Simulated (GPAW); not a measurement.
# Ta4C3 (Pm-3m) in GPAW: reference runs

Reference runs on Ta4C3: the cell as given.

All numbers are computed with GPAW 26.7.0; they aren't measurements. Logs are shortened: lines on timing, memory, paths and dates and some standing lists are left out, and cuts for length are marked. The log counts tension as positive stress, the text compression.

## (1) The structure

The structure is cubic, space group Pm-3m (No. 221). The conventional cell has a = 4.445 Å, b = 4.445 Å, c = 4.445 Å, α = 90.00°, β = 90.00°, γ = 90.00°. Around Ta (site symmetry m-3m) lie 6 C at 2.22 Å. Ta (site symmetry 4/mmm) is surrounded by 4 C at 2.22 Å. C (site symmetry 4/mmm) has 6 Ta at 2.22 Å as nearest neighbours.

The cell comes from a database or a generator and needn't be the stable form of this composition.

## (2) Single point, PBEsol

Contents of run.py:

```python
from ase import Atoms
from ase.dft.bandgap import bandgap
from ase.io import write
from ase.units import GPa
from gpaw import GPAW, PW, setup_paths

setup_paths.insert(0, '.')

atoms = Atoms(['Ta', 'Ta', 'Ta', 'Ta', 'C', 'C', 'C'],
              cell=[[4.445281, 0.0, 0.0],
                    [0.0, 4.445281, 0.0],
                    [0.0, 0.0, 4.445281]],
              scaled_positions=[[0.0, 0.0, 0.0],
                                [0.5, 0.5, 0.0],
                                [0.5, 0.0, 0.5],
                                [0.0, 0.5, 0.5],
                                [0.0, 0.0, 0.5],
                                [0.0, 0.5, 0.0],
                                [0.5, 0.0, 0.0]],
              pbc=True)

calc = GPAW(mode=PW(800),
            xc='PBEsol',
            kpts={'size': (6, 6, 6), 'gamma': True},
            occupations={'name': 'fermi-dirac', 'width': 0.05},
            nbands=57,
            convergence={'density': 1e-05, 'energy': 1e-05},
            maxiter=150,
            txt='gpaw.txt')
atoms.calc = calc
energy = atoms.get_potential_energy()
forces = atoms.get_forces()
stress = atoms.get_stress()
calc.write('gs.gpw')
write('result.traj', atoms)
print(f'Energy: {energy:.6f} eV')
print('Forces (eV/A):')
print(forces.round(4))
print('Stress (GPa):', (stress / GPa).round(3))
print('Fermi level:', round(calc.get_fermi_level(), 4), 'eV')
print(f'Gap: {bandgap(calc)[0]:.4f} eV, direct: {bandgap(calc, direct=True)[0]:.4f} eV')
```

Potentials or basis: PAW data sets generated in the run's folder for this functional, pw.

Launch:

```bash
$ gpaw-setup -f PBEsol C Ta
$ OMP_NUM_THREADS=1 python run.py
```

gpaw.txt:

```text
__  _  _
 | _ |_)|_||  |
 |__||  | ||/\| - 26.7.0

Input parameters:
  mode=PW(ecut=800.0),
  convergence={'density': 1e-05, 'energy': 1e-05},
  kpts=MonkhorstPack(size=(6, 6, 6), gamma=True),
  maxiter=150,
  nbands=57,
  occupations=Occupations(name='fermi-dirac', width=0.05),
  xc=XC(name='PBEsol')

Diagonalizing LCAO Hamiltonian
Converting LCAO to pw mode
    .----------.
   /|          |
  / |          |
 *  |          |
 | Ta          |
 |  .----------.
 C C   Taa    /
 |/          /
 Ta----C----*

Atoms  # Å, Bohr magnetons
|   | symbol |        x |        y |        z |    initial magnetic moments |
|---|--------|----------|----------|----------|-----------------------------|
| 0 |     Ta | 0.000000 | 0.000000 | 0.000000 | ( 0.0000,  0.0000,  0.0000) |
| 1 |     Ta | 2.222640 | 2.222640 | 0.000000 | ( 0.0000,  0.0000,  0.0000) |
| 2 |     Ta | 2.222640 | 0.000000 | 2.222640 | ( 0.0000,  0.0000,  0.0000) |
| 3 |     Ta | 0.000000 | 2.222640 | 2.222640 | ( 0.0000,  0.0000,  0.0000) |
| 4 |      C | 0.000000 | 0.000000 | 2.222640 | ( 0.0000,  0.0000,  0.0000) |
| 5 |      C | 0.000000 | 2.222640 | 0.000000 | ( 0.0000,  0.0000,  0.0000) |
| 6 |      C | 2.222640 | 0.000000 | 0.000000 | ( 0.0000,  0.0000,  0.0000) |

Unit cell  # Å
| periodic |        x |        y |        z |  lengths |    angles |
|----------|----------|----------|----------|----------|-----------|
|      yes | 4.445281 | 0.000000 | 0.000000 | 4.445281 | 90.000000 |
|      yes | 0.000000 | 4.445281 | 0.000000 | 4.445281 | 90.000000 |
|      yes | 0.000000 | 0.000000 | 4.445281 | 4.445281 | 90.000000 |

Number of symmetries: 48
Symmetry operations  # r_c * U_cc + t_c -> r_c
|    | kind |            matrix            |
|----|------|------------------------------|
|  0 |  E   |  1, 0, 0,  0, 1, 0,  0, 0, 1 |
|  1 |  σ   |  1, 0, 0,  0, 1, 0,  0, 0,-1 |
|  2 |  σ   |  1, 0, 0,  0, 0, 1,  0, 1, 0 |
|  3 |  C4  |  1, 0, 0,  0, 0, 1,  0,-1, 0 |
|  4 |  C4  |  1, 0, 0,  0, 0,-1,  0, 1, 0 |
|  5 |  σ   |  1, 0, 0,  0, 0,-1,  0,-1, 0 |
|  6 |  σ   |  1, 0, 0,  0,-1, 0,  0, 0, 1 |
|  7 |  C2  |  1, 0, 0,  0,-1, 0,  0, 0,-1 |
|  8 |  σ   |  0, 1, 0,  1, 0, 0,  0, 0, 1 |
|  9 |  C2  |  0, 1, 0,  1, 0, 0,  0, 0,-1 |
| 10 |  C3  |  0, 1, 0,  0, 0, 1,  1, 0, 0 |
| 11 |  S6  |  0, 1, 0,  0, 0, 1, -1, 0, 0 |
| 12 |  S6  |  0, 1, 0,  0, 0,-1,  1, 0, 0 |
| 13 |  C3  |  0, 1, 0,  0, 0,-1, -1, 0, 0 |
| 14 |  C4  |  0, 1, 0, -1, 0, 0,  0, 0, 1 |
| 15 |  S4  |  0, 1, 0, -1, 0, 0,  0, 0,-1 |
| 16 |  C3  |  0, 0, 1,  1, 0, 0,  0, 1, 0 |
| 17 |  S6  |  0, 0, 1,  1, 0, 0,  0,-1, 0 |
| 18 |  σ   |  0, 0, 1,  0, 1, 0,  1, 0, 0 |
| 19 |  C4  |  0, 0, 1,  0, 1, 0, -1, 0, 0 |
| 20 |  C2  |  0, 0, 1,  0,-1, 0,  1, 0, 0 |
| 21 |  S4  |  0, 0, 1,  0,-1, 0, -1, 0, 0 |
| 22 |  S6  |  0, 0, 1, -1, 0, 0,  0, 1, 0 |
| 23 |  C3  |  0, 0, 1, -1, 0, 0,  0,-1, 0 |
| 24 |  S6  |  0, 0,-1,  1, 0, 0,  0, 1, 0 |
| 25 |  C3  |  0, 0,-1,  1, 0, 0,  0,-1, 0 |
| 26 |  C4  |  0, 0,-1,  0, 1, 0,  1, 0, 0 |
| 27 |  σ   |  0, 0,-1,  0, 1, 0, -1, 0, 0 |
| 28 |  S4  |  0, 0,-1,  0,-1, 0,  1, 0, 0 |
| 29 |  C2  |  0, 0,-1,  0,-1, 0, -1, 0, 0 |
| 30 |  C3  |  0, 0,-1, -1, 0, 0,  0, 1, 0 |
| 31 |  S6  |  0, 0,-1, -1, 0, 0,  0,-1, 0 |
| 32 |  C4  |  0,-1, 0,  1, 0, 0,  0, 0, 1 |
| 33 |  S4  |  0,-1, 0,  1, 0, 0,  0, 0,-1 |
| 34 |  S6  |  0,-1, 0,  0, 0, 1,  1, 0, 0 |
| 35 |  C3  |  0,-1, 0,  0, 0, 1, -1, 0, 0 |
| 36 |  C3  |  0,-1, 0,  0, 0,-1,  1, 0, 0 |
| 37 |  S6  |  0,-1, 0,  0, 0,-1, -1, 0, 0 |
| 38 |  σ   |  0,-1, 0, -1, 0, 0,  0, 0, 1 |
| 39 |  C2  |  0,-1, 0, -1, 0, 0,  0, 0,-1 |
| 40 |  σ   | -1, 0, 0,  0, 1, 0,  0, 0, 1 |
| 41 |  C2  | -1, 0, 0,  0, 1, 0,  0, 0,-1 |
| 42 |  C2  | -1, 0, 0,  0, 0, 1,  0, 1, 0 |
| 43 |  S4  | -1, 0, 0,  0, 0, 1,  0,-1, 0 |
| 44 |  S4  | -1, 0, 0,  0, 0,-1,  0, 1, 0 |
| 45 |  C2  | -1, 0, 0,  0, 0,-1,  0,-1, 0 |
| 46 |  C2  | -1, 0, 0,  0,-1, 0,  0, 0, 1 |
| 47 |  i   | -1, 0, 0,  0,-1, 0,  0, 0,-1 |

BZ-sampling:
  Number of BZ points: 216
  Number of IBZ points: 20

  Monkhorst-Pack size: [6, 6, 6]
  Monkhorst-Pack shift: [0.08333333333333333, 0.08333333333333333, 0.08333333333333333]

K-points  # in reciprocal-cell coordinates
|     |                                coordinates |     weight |
|-----|--------------------------------------------|------------|
|   0 | (  0.00000000,   0.00000000,   0.00000000) | 0.00462963 |
|   1 | (  0.16666667,   0.00000000,   0.00000000) | 0.02777778 |
|   2 | (  0.16666667,   0.16666667,   0.00000000) | 0.05555556 |
|   3 | (  0.16666667,   0.16666667,   0.16666667) | 0.03703704 |
|   4 | (  0.33333333,   0.00000000,   0.00000000) | 0.02777778 |
|   5 | (  0.33333333,   0.16666667,   0.00000000) | 0.11111111 |
|   6 | (  0.33333333,   0.16666667,   0.16666667) | 0.11111111 |
|   7 | (  0.33333333,   0.33333333,   0.00000000) | 0.05555556 |
|   8 | (  0.33333333,   0.33333333,   0.16666667) | 0.11111111 |
|   9 | (  0.33333333,   0.33333333,   0.33333333) | 0.03703704 |
| ... |                                            |            |
|  19 | (  0.50000000,   0.50000000,   0.50000000) | 0.00462963 |

Plane wave coefficients: 4632
Cutoff: 800.0 eV

Spin-components: 1 (collinear spins)
Bands:           57
Projectors:      39
Spin-degeneracy: 2
Datatype:        complex128

Parallelization:
  kpt:    1
  domain: 1
  band:   1

Density:
  Valence electrons: 64.0
  Components: 1
  Grid points: [30 30 30]
  Charge: 0.0  # |e|

Potential:
  Grid points: [30 30 30]

species:
  Ta:
    name:    Tantalum
    Z:       73.0
    valence: 13
    core:    60
    charge:  0.0  # [|e|]
    compensation charges:
      type: gauss
      rc: 0.42  # [Å]
      lmax: 2
    cutoffs:
      filter: 2.36  # [Å]
      core: 3.45  # [Å]
    projectors
    | kind |    occ | energy [eV] | rcut [Å] |
    |------|--------|-------------|----------|
    |   5s |  2.000 |     -72.818 |    1.365 |
    |   6s |  2.000 |      -5.457 |    1.365 |
    |   5p |  6.000 |     -39.444 |    1.349 |
    |   6p |  0.000 |      -1.369 |    1.349 |
    |   5d |  3.000 |      -3.632 |    1.307 |
    |    d |        |      23.579 |    1.307 |

    Using partial waves for Ta as LCAO basis

  C:
    name:    Carbon
    Z:       6.0
    valence: 4
    core:    2
    charge:  0.0  # [|e|]
    compensation charges:
      type: gauss
      rc: 0.20  # [Å]
      lmax: 2
    cutoffs:
      filter: 1.14  # [Å]
      core: 1.14  # [Å]
    projectors
    | kind |    occ | energy [eV] | rcut [Å] |
    |------|--------|-------------|----------|
    |   2s |  2.000 |     -13.648 |    0.635 |
    |   2p |  2.000 |      -5.232 |    0.635 |
    |    s |        |      13.563 |    0.635 |
    |    p |        |      21.979 |    0.635 |
    |    d |        |       0.000 |    0.635 |

    Using partial waves for C as LCAO basis

Reference energy: -1699253.447132  # eV

eigensolver:
  PPCG
  Converge bands: occupied
  niter=2

density mixing:
  MSR1-Mixer
  Pratt-step length: 0.05
  Maximum mixing coefficient: 0.75
  Old densities: 10
  SVD Regularization: 0.005
  Good broyden scale: 1.0
  Trust region scale: 1.0
  Backstep threshold: 4.0
  History deletion threshold: 6.0
  Fourier metric: weight=20.0, sigma=0.015

occupation numbers:
  Fermi-Dirac:
    width: 0.0500  # eV

poisson solver:
  ecut: 6400.0  # eV

xc functional:
  name: PBEsol with 2 nearest neighbor stencil

convergence criteria:
[... 6 lines left out ...]
|iter     | |      energy | eigst |  dens |
|---------|-|-------------|-------|-------|
|iter:   1| |  -81.082072 | +0.17 |       |
|iter:   2| |  -79.269893 | -1.86 | -0.93 |
|iter:   3| |  -75.085436 | -0.71 | -0.99 |
|iter:   4| |  -74.986884 | -2.14 | -1.63 |
|iter:   5| |  -74.965076 | -2.87 | -1.87 |
|iter:   6| |  -74.973129 | -3.35 | -2.09 |
|iter:   7| |  -74.973101 | -4.41 | -2.87 |
|iter:   8| |  -74.973109c| -5.96 | -3.64 |
|iter:   9| |  -74.973110c| -7.20 | -4.20 |
|iter:  10| |  -74.973108c| -8.27c| -5.30c|

Converged in 10 steps
Energy contributions relative to reference atoms: (reference = -1699253.447132)

Energy contributions:
  Kinetic:          43.097192
  Coulomb:         -49.729117
  Zero:             -0.801040
  External:          0.000000
  Xc:              -67.523928
  Entropy:          -0.032429
  Spinorbit:         0.000000
  ----------------------------
  Free energy:     -74.989323
  Extrapolated:    -74.973108

dipole moment: (-49.620903, -49.620903, -49.620903)  # |e|*Ang

Fermi level: 12.595
Eigenvalues  # (at kpt = [0.000, 0.000, 0.000])
| band index |      eig [eV] | occ [0-2] |
|------------|---------------|-----------|
|          0 |       -55.905 |     2.000 |
|        ... |               |           |
|         27 |        11.281 |     2.000 |
|         28 |        11.281 |     2.000 |
|         29 |        11.991 |     2.000 |
|         30 |        11.991 |     2.000 |
|         31 |        11.991 |     2.000 |
|         32 |        12.044 |     2.000 |
|         33 |        12.044 |     2.000 |
|         34 |        12.044 |     2.000 |
|         35 |        13.944 |     0.000 |
|         36 |        13.944 |     0.000 |
|         37 |        15.823 |     0.000 |
|         38 |        16.226 |     0.000 |
|         39 |        16.226 |     0.000 |
|         40 |        17.078 |     0.000 |
|         41 |        17.078 |     0.000 |
|         42 |        17.078 |     0.000 |
|        ... |               |           |
|         56 |        27.957 |     0.000 |

No gap
No difference between direct/indirect transitions

Forces  # eV/Ang
|        x |        y |        z |
|----------|----------|----------|
| -0.00000 | -0.00000 | -0.00000 |  # Ta   0
|  0.00000 |  0.00000 |  0.00000 |  # Ta   1
|  0.00000 |  0.00000 |  0.00000 |  # Ta   2
|  0.00000 |  0.00000 |  0.00000 |  # Ta   3
|  0.00000 |  0.00000 |  0.00000 |  # C    4
|  0.00000 |  0.00000 |  0.00000 |  # C    5
|  0.00000 |  0.00000 |  0.00000 |  # C    6

Stress tensor  # eV/Ang^3
|        x |        y |        z |
|----------|----------|----------|
| 0.050457 | 0.000000 | 0.000000 |
| 0.000000 | 0.050457 | 0.000000 |
| 0.000000 | 0.000000 | 0.050457 |

# Writing to gs.gpw (mode='')
```

Run time: 95 s. Hardware: 1 thread of Arm Neoverse V2, shared host; peak memory 0.31 GiB.

What came out:

```yaml
Free_energy: -74.9893 eV
Pressure: -8.1 GPa
Band_gap_on_the_k_mesh: none (metal or under the smearing width)
```

Levels at points of the mesh, in eV from the Fermi level:
```csv
k point,band 29,band 30,band 31,band 32,band 33,band 34,band 35,band 36
"(0.00, 0.00, 0.00)",-1.31,-0.60,-0.60,-0.60,-0.55,-0.55,-0.55,1.35
"(0.50, 0.00, 0.00)",-2.12,-1.92,-1.92,0.25,0.25,0.79,1.91,2.30
"(0.50, 0.50, 0.00)",-1.73,-1.68,-0.35,-0.35,1.66,1.69,1.69,2.01
"(0.50, 0.50, 0.50)",-1.05,-1.05,-1.05,-0.11,3.19,3.19,3.19,3.28
```

The run has no spin-orbit coupling, so splittings on Ta are missing.

## (3) Equation of state, PBEsol

Contents of run.py:

```python
from ase import Atoms
from ase.eos import EquationOfState
from ase.io import Trajectory
from ase.units import GPa
from gpaw import GPAW, PW, setup_paths

setup_paths.insert(0, '.')

atoms = Atoms(['Ta', 'Ta', 'Ta', 'Ta', 'C', 'C', 'C'],
              cell=[[4.445281, 0.0, 0.0],
                    [0.0, 4.445281, 0.0],
                    [0.0, 0.0, 4.445281]],
              scaled_positions=[[0.0, 0.0, 0.0],
                                [0.5, 0.5, 0.0],
                                [0.5, 0.0, 0.5],
                                [0.0, 0.5, 0.5],
                                [0.0, 0.0, 0.5],
                                [0.0, 0.5, 0.0],
                                [0.5, 0.0, 0.0]],
              pbc=True)

traj = Trajectory('eos.traj', 'w')
volumes, energies = [], []
for x in [0.94, 0.96, 0.98, 1.0, 1.02, 1.04, 1.06]:
    a = atoms.copy()
    a.set_cell(atoms.cell * x**(1 / 3), scale_atoms=True)
    calc = GPAW(mode=PW(800),
                xc='PBEsol',
                kpts={'size': (6, 6, 6), 'gamma': True},
                occupations={'name': 'fermi-dirac', 'width': 0.05},
                nbands=57,
                convergence={'density': 1e-05, 'energy': 1e-05},
                maxiter=150,
                txt=f'eos-{x:.2f}.txt')
    a.calc = calc
    energies.append(a.get_potential_energy(force_consistent=True))
    volumes.append(a.get_volume())
    p = -a.get_stress()[:3].mean() / GPa
    calc.write(f'eos-{x:.2f}.gpw')
    traj.write(a)
    print(f'{x:.2f} {volumes[-1]:10.4f} A^3 {energies[-1]:14.6f} eV {p:9.3f} GPa', flush=True)

v0, e0, B = EquationOfState(volumes, energies, eos='birchmurnaghan').fit()
print(f'V0 = {v0:.4f} A^3, E0 = {e0:.6f} eV, B0 = {B / GPa:.2f} GPa')
```

Potentials or basis: PAW data sets generated in the run's folder for this functional, pw.

Launch:

```bash
$ gpaw-setup -f PBEsol C Ta
$ OMP_NUM_THREADS=1 python run.py
```

It took 11 min on 1 thread of Arm Neoverse V2, shared host; peak memory 0.56 GiB.

It converged, with:

```yaml
Equilibrium_volume: 12.21 Å³/atom
Bulk_modulus: 310 GPa
Pressure_derivative_of_the_bulk_modulus: 4.2
```

Energy against volume, from the lowest point:
```csv
volume (Å³/atom),energy (meV/atom)
11.796,14.23
12.047,1.75
12.298,0.00
12.549,7.90
12.800,24.49
13.051,48.89
13.302,80.30
```
